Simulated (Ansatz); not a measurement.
# TiO2 (P3_121) in Ansatz: relaxation of cell and atoms with RPBE

Aim: the relaxation of cell and atoms of TiO2 with RPBE.

All numbers are computed with Ansatz 0.2.0; they aren't measurements. Logs are shortened: lines on timing, memory, paths and dates and some standing lists are left out, and cuts for length are marked.

## (1) The structure

The structure is trigonal, space group P3_121 (No. 152). The conventional cell has a = 5.582 Å, b = 5.582 Å, c = 6.082 Å, α = 90.00°, β = 90.00°, γ = 120.00°. Ti (site symmetry 2) is surrounded by 4 O at 1.81 to 1.82 Å. Around O (site symmetry 1) lie 2 Ti at 1.81 to 1.82 Å.

Measurements of this composition are mostly on another form, of space group No. 141.

## (2) Relaxation of cell and atoms, RPBE

input.yaml

```yaml
crystal:
  lattice:
    - [5.5822227355, 0.0, 0.0]
    - [-2.7911113678, 4.8343466985, 0.0]
    - [0.0, 0.0, 6.08246788]
  atoms:
    - { symbol: Ti, position: [0.46693675, 0.0, 0.3333333333] }
    - { symbol: Ti, position: [0.0, 0.46693675, 0.6666666667] }
    - { symbol: Ti, position: [0.53306325, 0.53306325, 0.0] }
    - { symbol: O, position: [0.58106572, 0.85143318, 0.1206639333] }
    - { symbol: O, position: [0.72963254, 0.14856682, 0.5460027333] }
    - { symbol: O, position: [0.27036746, 0.41893428, 0.7873306] }
    - { symbol: O, position: [0.85143318, 0.58106572, 0.8793360667] }
    - { symbol: O, position: [0.14856682, 0.72963254, 0.4539972667] }
    - { symbol: O, position: [0.41893428, 0.27036746, 0.2126694] }
hamiltonian:
  xc: rpbe
  pseudopotentials: { kind: paw }
kpoints:
  mp_grid: { grid: [6, 6, 5] }
scf:
  occupations: { method: fermi_dirac, width: 0.05 }
output:
  forces: true
  stress: true
  eigenvalues: true
  write_density: true
  write_potential: true
  elf: true
  volumetric_format: npy
relax:
  f_tol: 0.01
  max_steps: 40
  cell: { stress_tol: 0.05 }
```

Potentials or basis: Ansatz PAW.

Run with:

```sh
> ansatz run input.yaml --threads 4 --pin off --max-ram 11264MiB --backend cpu --events-out ev --progress --plain --runs-dir out
```

Log:

```text
Warning: RAYON_NUM_THREADS=4 ignored (pool sized by the plan → 4); use --threads N
Engine: ansatz 0.2.0, x86_64-unknown-linux-gnu
Pseudopotentials: kind: paw
Pseudopotential: Ti, paw, valence charge 12, recommended cutoff 420 eV (normal), Ti.paw.azcp
Pseudopotential: O, paw, valence charge 6, recommended cutoff 420 eV (normal), O.paw.azcp
Functional definition: RPBE
  parameter kappa = 0.804
  parameter beta = 0.06672455060314922
  exchange = rpbe_x(kappa = kappa, mu = beta*pi^2/3)
  correlation = pbe_c(beta = beta)
Crystal: 9 atoms, lattice volume = 164.144 Å³
Basis set: ecut = 420 eV, 3201 PW (Γ), exchange–correlation on 80×80×90 points (8 copies of the dense FFT grid, shifted against one another)
Bands: 45, of which v1, the nominal top of the filled ones, is band 36 counted from 1 (35 counted from 0)
Symmetry: 6 space group operations
Space group: P3121 (ITA 152), of the structure as read, at distance tolerance 5.5e-5 Å
k-points: 27 of 180 (time reversal used)
Non-local potential: Ti, projectors of the file, l = 0: 3, l = 1: 2, l = 2: 3, l = 3: 1
Non-local potential: O, projectors of the file, l = 0: 2, l = 1: 2, l = 2: 1
PAW form: soft (Blöchl's): semilocal exchange-correlation on the pseudo side does not see the compensation charge
PAW frozen core: Ti, regenerated for the run's functional, and the local potential with it (the file was generated under x = pbe(κ = 0.804, μ = 0.2195149727645171), c = pbe(β = 0.06672455060314922))
PAW frozen core: O, regenerated for the run's functional, and the local potential with it (the file was generated under x = pbe(κ = 0.804, μ = 0.2195149727645171), c = pbe(β = 0.06672455060314922))
PAW one-centre angular grid: Ti, 590 points (default); XC on 64 Gauss nodes
PAW one-centre angular grid: O, 110 points (default); XC on 64 Gauss nodes
Initial density: superposition of atomic densities (neutral atoms: chi_scale 0, normalization atom), corrected by the library's trained network
Initial wavefunctions: pseudopotential atomic-orbital guess
Functional: x = rpbe, c = pbe(β = 0.06672455060314922)
SCF iter   1: F=—  HF=-10940.114828 eV  |F-HF|=—  |Δ(HF+E_count)|=         —  Δρ=4.85e-3  dr2=3.76e-2  ethr=1.77e-3  ⟨swp⟩=5.0  Hψ=4764  notcnv=0
preconditioner: auto → Resta (q_TF=auto, 2.378 Å⁻¹)  ε∞=5.0  [insulator: Δε(μ)=3.702 eV  Ē_g=10.082 eV  σ=0.050 eV  W_gap=1.00  n_scr=28 (ndim 8)  ℏωp=20.1 eV  f_vac=0.300  D(μ)=0.00/eV (n_scr^D=0)  ε∞_Penn≈5.0]
SCF iter   2: F=—  HF=-10940.111754 eV  |F-HF|=—  |Δ(HF+E_count)|=   3.07e-3  Δρ=2.99e-3  dr2=1.15e-2  ethr=5.22e-5  ⟨swp⟩=2.0  Hψ=1909  notcnv=0  defer=75
SCF iter   3: F=—  HF=-10940.111674 eV  |F-HF|=—  |Δ(HF+E_count)|=   7.91e-5  Δρ=1.53e-3  dr2=4.51e-3  ethr=1.60e-5  ⟨swp⟩=2.0  Hψ=1776  notcnv=0  defer=75
SCF iter   4: F=—  HF=-10940.111791 eV  |F-HF|=—  |Δ(HF+E_count)|=   1.16e-4  Δρ=3.92e-4  dr2=2.91e-4  ethr=6.26e-6  ⟨swp⟩=2.0  Hψ=1617  notcnv=0  defer=75
SCF iter   5: F=—  HF=-10940.111977 eV  |F-HF|=—  |Δ(HF+E_count)|=   1.86e-4  Δρ=1.26e-4  dr2=2.58e-5  ethr=4.04e-7  ⟨swp⟩=2.0  Hψ=1580  notcnv=0  defer=75
SCF iter   6: F=—  HF=-10940.112070 eV  |F-HF|=—  |Δ(HF+E_count)|=   9.35e-5  Δρ=2.22e-5  dr2=1.13e-6  ethr=3.59e-8  ⟨swp⟩=2.0  Hψ=1755  notcnv=0  defer=75
SCF iter   7: F=—  HF=-10940.112072 eV  |F-HF|=—  |Δ(HF+E_count)|=   2.10e-6  Δρ=6.71e-6  dr2=1.29e-7  ethr=1.57e-9  ⟨swp⟩=2.0  Hψ=1693  notcnv=0  defer=75
SCF iter   8: F=-10940.112072 eV  HF=-10940.112072 eV  |F-HF|=2.38e-9  |Δ(HF+E_count)|=   9.02e-8  Δρ=1.93e-6  dr2=9.13e-9  ethr=1.39e-10  ⟨swp⟩=12.6  Hψ=7193  notcnv=0
SCF 1 converged in 8 iterations: F = -10940.112072 eV  dr2 = 9.13e-9
relax step   1: F+E_penalty+E_count = -10940.11207222 eV  Δ(F+E_penalty+E_count) = +0.000e0 eV  max|allowed force component| = 1.681e-1 eV/Å  Δτ_max = 0.0000 Å  P = +3.851 GPa  Ω = 164.144 Å³  (8 SCF iters, dr2 threshold 1.00e-7 eV, accepted)
Crystal: 9 atoms, lattice volume = 169.507 Å³
Basis set: ecut = 420 eV, 3285 PW (Γ), exchange–correlation on 80×80×90 points (8 copies of the dense FFT grid, shifted against one another)
Initial density: handed on by an earlier stage of this run
Initial wavefunctions: those handed on with the density
iter 1 solved again at ethr=4.20e-5 eV; its pass at ethr=3.10e-3 eV (dr2=3.02e-2 eV) is discarded
[... 142 lines left out ...]
Crystal: 9 atoms, lattice volume = 185.037 Å³
iter 1 solved again at ethr=2.91e-5 eV; its pass at ethr=3.10e-3 eV (dr2=2.09e-2 eV) is discarded
[... 17 lines left out ...]
SCF iter   4: F=—  HF=-10940.266929 eV  |F-HF|=—  |Δ(HF+E_count)|=   1.60e-4  Δρ=1.18e-4  dr2=2.04e-5  ethr=1.35e-6  ⟨swp⟩=2.0  Hψ=1601  notcnv=0
SCF iter   5: F=—  HF=-10940.267011 eV  |F-HF|=—  |Δ(HF+E_count)|=   8.20e-5  Δρ=3.28e-5  dr2=1.77e-6  ethr=2.83e-8  ⟨swp⟩=2.0  Hψ=1719  notcnv=0
SCF iter   6: F=-10940.267013 eV  HF=-10940.267013 eV  |F-HF|=5.60e-8  |Δ(HF+E_count)|=   2.38e-6  Δρ=6.28e-6  dr2=8.07e-8  ethr=3.40e-10  ⟨swp⟩=7.0  Hψ=7855  notcnv=0
SCF 14 converged in 6 iterations: F = -10940.267013 eV  dr2 = 8.07e-8
relax step  14: F+E_penalty+E_count = -10940.26701348 eV  Δ(F+E_penalty+E_count) = -1.887e-3 eV  max|allowed force component| = 1.110e-3 eV/Å  Δτ_max = 0.0216 Å  P = -0.017 GPa  Ω = 184.446 Å³  energy of the carried Pulay correction = -5.200e-3 eV  (6 SCF iters, dr2 threshold 2.44e-7 eV, accepted)
iter 1 solved again at ethr=1.69e-8 eV; its pass at ethr=3.10e-3 eV (dr2=1.21e-5 eV) is discarded
SCF iter   1: F=—  HF=-10940.269860 eV  |F-HF|=—  |Δ(HF+E_count)|=         —  Δρ=1.32e-4  dr2=2.49e-6  ethr=1.69e-8  ⟨swp⟩=3.5  Hψ=8371  notcnv=0
preconditioner: auto → Resta (q_TF=auto, 2.332 Å⁻¹)  ε∞=4.7  [insulator: Δε(μ)=3.333 eV  Ē_g=9.855 eV  σ=0.050 eV  W_gap=1.00  n_scr=28 (ndim 8)  ℏωp=18.9 eV  f_vac=0.360  D(μ)=0.00/eV (n_scr^D=0)  ε∞_Penn≈4.7]
SCF iter   2: F=—  HF=-10940.271712 eV  |F-HF|=—  |Δ(HF+E_count)|=   1.85e-3  Δρ=6.57e-5  dr2=9.59e-7  ethr=3.46e-9  ⟨swp⟩=2.7  Hψ=1902  notcnv=0
SCF iter   3: F=—  HF=-10940.272229 eV  |F-HF|=—  |Δ(HF+E_count)|=   5.16e-4  Δρ=3.08e-5  dr2=3.79e-7  ethr=1.33e-9  ⟨swp⟩=2.0  Hψ=1863  notcnv=0
SCF iter   4: F=—  HF=-10940.272336 eV  |F-HF|=—  |Δ(HF+E_count)|=   1.08e-4  Δρ=4.19e-6  dr2=1.75e-8  ethr=5.26e-10  ⟨swp⟩=2.0  Hψ=1863  notcnv=0
SCF iter   5: F=—  HF=-10940.272337 eV  |F-HF|=—  |Δ(HF+E_count)|=   8.72e-7  Δρ=7.56e-7  dr2=2.15e-9  ethr=2.43e-11  ⟨swp⟩=2.0  Hψ=1859  notcnv=0
SCF iter   6: F=—  HF=-10940.272337 eV  |F-HF|=—  |Δ(HF+E_count)|=  8.19e-11  Δρ=3.46e-7  dr2=3.49e-10  ethr=2.99e-12  ⟨swp⟩=2.0  Hψ=1667  notcnv=0
SCF iter   7: F=-10940.272337 eV  HF=-10940.272337 eV  |F-HF|=3.64e-12  |Δ(HF+E_count)|=  3.71e-10  Δρ=6.59e-8  dr2=1.04e-11  ethr=1.00e-12  ⟨swp⟩=6.5  Hψ=5421  notcnv=0
SCF 15 converged in 7 iterations: F = -10940.272337 eV  dr2 = 1.04e-11
relax step  15: F+E_penalty+E_count = -10940.27233725 eV  Δ(F+E_penalty+E_count) = -5.324e-3 eV  max|allowed force component| = 1.117e-3 eV/Å  Δτ_max = 0.0000 Å  P = -0.002 GPa  Ω = 184.446 Å³  stress off target by 4.50e-3 GPa  SCF on the basis re-selected at this cell (its energy is not comparable with the rows above)  (7 SCF iters)
basis re-selected at this cell: Δ(F+E_penalty+E_count) = -5.324e-3 eV, ΔP = +0.015 GPa vs the last step (what re-selecting the basis moved, of the pressure what is left beyond the Pulay correction that the steps carried, after the strain that the cell walked since its last selection, with what the two solves' SCF thresholds leave and, on support functions, any second-order correction that the steps lacked; it is no measure of the basis error at this ecutwfc). This SCF's stress stands 4.50e-3 GPa from its target on what of the cell is left free (relax.cell.stress_tol is 5.00e-2 GPa) and its largest allowed force component is 1.12e-3 eV/Å (relax.f_tol is 1.00e-2 eV/Å): within both
SCF converged after 7 iterations
Free energy (F): -10940.272337 eV
Harris-Foulkes:  -10940.272337 eV  (|F-HF|=3.64e-12)
Internal energy: -10940.272337 eV  (E = F + TS)
E sigma→0 (E₀):  -10940.272337 eV
Fermi energy:    2.456557 eV
--- Per-component energies (eV) ---
  E_band       = -1104.452573
  E_kinetic    = 1865.160332
  E_local      = -8276.164064  (includes V_loc(G=0)·N_el)
  E_nonlocal   = 289.666723
  E_hartree    = 3330.099908
  E_xc         = -738.297845
  E_vxc        = -930.701634  (∫ρ·V_xc dr)
  E_paw        = -4105.822108  (= ΣΔE_a)
  E_vpaw       = -712.628219  (= ΣTr[D̂ρ^β])
  E_aug_tail   = 0.014644  (compensation charges beyond the density's cutoff)
  E_ewald      = -3304.647710
  E_core_change = -0.282217  (= ΣΔE_core)
  E_smearing   = -0.000000  (= −TS)
  E_closure    = 0.000000  (closes the sum)
  Σ components = -10940.272337   (vs F -10940.272337, Δ=0.00e0)
--- Forces (eV/Å), atoms counted from 1 ---
  atom   1  Ti     0.00029308     0.00000000     0.00000000
  atom   2  Ti    -0.00014654     0.00025381     0.00000000
  atom   3  Ti    -0.00014654    -0.00025381    -0.00000000
  atom   4  O      0.00023954    -0.00084242     0.00111741
  atom   5  O      0.00023954     0.00084242    -0.00111741
  atom   6  O     -0.00084932     0.00021376     0.00111741
  atom   7  O     -0.00084932    -0.00021376    -0.00111741
  atom   8  O      0.00060978     0.00062865     0.00111741
  atom   9  O      0.00060978    -0.00062865    -0.00111741
  max |Σ_I F_I| component: 1.52e-18 eV/Å
--- Stress (GPa, compression-positive) ---
       -0.004501       0.000000      -0.000000
        0.000000      -0.004501       0.000000
       -0.000000       0.000000       0.002550
  P = ⅓ Tr σ = -0.0022 GPa (-0.022 kbar)
--- Band table (eV; the first three rows and the last of 27) ---
  k-point 0: bands = ["-54.8663", "-54.8593", "-54.8593", "-31.2097", "-31.1943", "-31.1943", "-31.1678", "-31.1678", "-31.1076", "-31.0853", "-31.0822", "-31.0822", "-15.3804", "-14.9212", "-14.9212", "-14.7858", "-14.7858", "-14.7639", "-2.1766", "-2.1766", "-2.1637", "-2.0153", "-2.0153", "-1.8243", "-1.6339", "-1.4798", "-1.4798", "-0.5717", "-0.5717", "-0.2798", "-0.2242", "-0.0933", "-0.0933", "0.4476", "0.4476", "0.5654", "4.0599", "4.7221", "4.7221", "5.2438", "5.2684", "5.2684", "5.8075", "5.8075", "6.3174"]
  k-point 1: bands = ["-54.8659", "-54.8612", "-54.8579", "-31.2078", "-31.1951", "-31.1949", "-31.1843", "-31.1464", "-31.1072", "-31.0924", "-31.0902", "-31.0730", "-15.3535", "-15.0406", "-14.8288", "-14.7900", "-14.7803", "-14.7653", "-2.1742", "-2.1674", "-2.1471", "-2.0945", "-1.9548", "-1.8673", "-1.6019", "-1.5647", "-1.2669", "-0.6869", "-0.5626", "-0.4644", "-0.3802", "-0.2545", "0.3255", "0.3571", "0.6052", "0.6290", "4.1546", "4.3916", "4.8672", "5.0767", "5.1139", "5.3325", "5.4892", "6.3336", "6.4245"]
  k-point 2: bands = ["-54.8647", "-54.8631", "-54.8571", "-31.2031", "-31.1980", "-31.1959", "-31.1933", "-31.1238", "-31.1053", "-31.1038", "-31.1006", "-31.0676", "-15.2776", "-15.1667", "-14.7923", "-14.7784", "-14.7743", "-14.7690", "-2.1690", "-2.1626", "-2.1492", "-2.0741", "-1.9684", "-1.9436", "-1.6299", "-1.3644", "-1.1089", "-0.8595", "-0.7644", "-0.6262", "-0.3812", "-0.3142", "0.2655", "0.6526", "0.7250", "0.7266", "4.1562", "4.3925", "4.6776", "4.9133", "4.9595", "5.0210", "5.8661", "6.2241", "6.7004"]
  k-point 26: bands = ["-54.8639", "-54.8609", "-54.8601", "-31.2092", "-31.1977", "-31.1959", "-31.1632", "-31.1500", "-31.1298", "-31.0891", "-31.0789", "-31.0779", "-15.2146", "-15.0268", "-14.9799", "-14.7870", "-14.7851", "-14.7676", "-2.1400", "-2.1186", "-2.0764", "-1.9884", "-1.9788", "-1.9690", "-1.2563", "-1.2350", "-1.0576", "-0.9884", "-0.9644", "-0.9029", "-0.1853", "-0.1343", "0.0627", "0.1938", "0.2674", "0.3422", "4.8180", "4.8396", "5.1836", "5.2501", "5.3746", "5.6272", "5.7355", "6.0050", "6.2796"]
--- Relaxed structure (13 steps of the walk, 12 accepted, 2 SCFs on fresh bases) ---
  F+E_penalty+E_count = -10940.27233725 eV   max|allowed force component| = 1.117e-3 eV/Å   (the final SCF, on the basis selected at the relaxed cell)
  cell:  # Å, volume = 184.4461 Å³
    - [5.788161136613015, 2.993256704951825e-11, 1.4677491025409594e-17]
    - [-2.8940805683324298, 5.012694585489715, -1.4677491025375784e-17]
    - [1.5992799275780394e-17, -9.233446966814656e-18, 6.3570795008674095]
  atoms:
    - { symbol: Ti, position: [0.4990304201212133, 2.6760748777462614e-18, 0.33333333333333337] }
    - { symbol: Ti, position: [2.652756716502276e-17, 0.49903042012121335, 0.6666666666666669] }
    - { symbol: Ti, position: [0.5009695798787868, 0.5009695798787867, 8.397573159892795e-19] }
    - { symbol: O, position: [0.5734324604635892, 0.7885309582349407, 0.16527704937545729] }
    - { symbol: O, position: [0.7849015022286485, 0.21146904176505932, 0.5013896172912095] }
    - { symbol: O, position: [0.21509849777135157, 0.42656753953641074, 0.8319437160421239] }
    - { symbol: O, position: [0.7885309582349409, 0.5734324604635892, 0.8347229506245428] }
    - { symbol: O, position: [0.21146904176505954, 0.7849015022286485, 0.49861038270879066] }
    - { symbol: O, position: [0.426567539536411, 0.2150984977713516, 0.1680562839578761] }
```

Run time: 3.1 min. Hardware: 4 threads of Intel Xeon at 2.50GHz (Skylake/Cascade Lake), shared host; peak memory 0.62 GiB.

Results:

```yaml
Free_energy: -10940.2723 eV
Relaxed_volume: 20.49 Å³/atom
Relaxed_cell: a = 5.788 Å, b = 5.788 Å, c = 6.357 Å, α = 90.00°, β = 90.00°, γ = 120.00°
Space_group_after_relaxing_to_0.05_Å: P6_422 (No. 181)
Energy_gained_by_relaxing: 17.8 meV/atom
Ionic_steps: 14
Pressure_after_relaxing: 0.0 GPa
Band_gap_on_the_k_mesh: 3.33 eV, indirect (least direct gap 3.43 eV)
```

Step by step:
| step | energy change (eV) | largest force (eV/Å) | volume (Å³) |
| --- | --- | --- | --- |
| 1 | 0.0000 | 0.1898 | 164.14 |
| 2 | -0.0573 | 0.0337 | 169.51 |
| 3 | -0.0680 | 0.0902 | 174.35 |
| 4 | -0.0829 | 0.0498 | 178.99 |
| 5 | -0.0822 | 0.0061 | 180.94 |
| 6 | -0.0821 | 0.0012 | 181.19 |
| 7 | -0.0807 | 0.0062 | 181.97 |
| 8 | -0.0807 | 0.0022 | 181.97 |
| 9 | -0.0805 | 0.0008 | 182.09 |
| 10 | -0.1536 | 0.0009 | 182.09 |
| 11 | -0.1547 | 0.0070 | 184.17 |
| 12 | -0.1531 | 0.0076 | 185.04 |
| 13 | -0.1549 | 0.0014 | 184.45 |
| 14 | -0.1603 | 0.0014 | 184.45 |

Final structure:
```xyz
9
Lattice="5.7882 0.0000 0.0000 -2.8941 5.0127 0.0000 0.0000 0.0000 6.3571" Properties=species:S:1:pos:R:3 pbc="T T T"
Ti    2.8885    0.0000    2.1190
Ti   -1.4442    2.5015    4.2381
Ti    1.4498    2.5112    0.0000
O     1.0370    3.9527    1.0507
O     3.9311    1.0600    3.1874
O     0.0105    2.1383    5.2887
O     2.9046    2.8744    5.3064
O    -1.0476    3.9345    3.1697
O     1.8465    1.0782    1.0683
```

Caveat: odd divisions of the mesh miss points on the zone boundary, where band edges often lie, so the gap on the mesh can be too wide; the plane-wave basis is chosen anew once the cell has moved, so the energies of steps on either side of that aren't comparable; the pressure holds a Pulay correction of +0.3 GPa for the finite cutoff; the PAW data sets come from PBE, with cores solved anew for the run's functional, which leaves a small shift of forces and pressure. Expect the measured gap to be larger: semilocal functionals such as RPBE lack the derivative discontinuity.
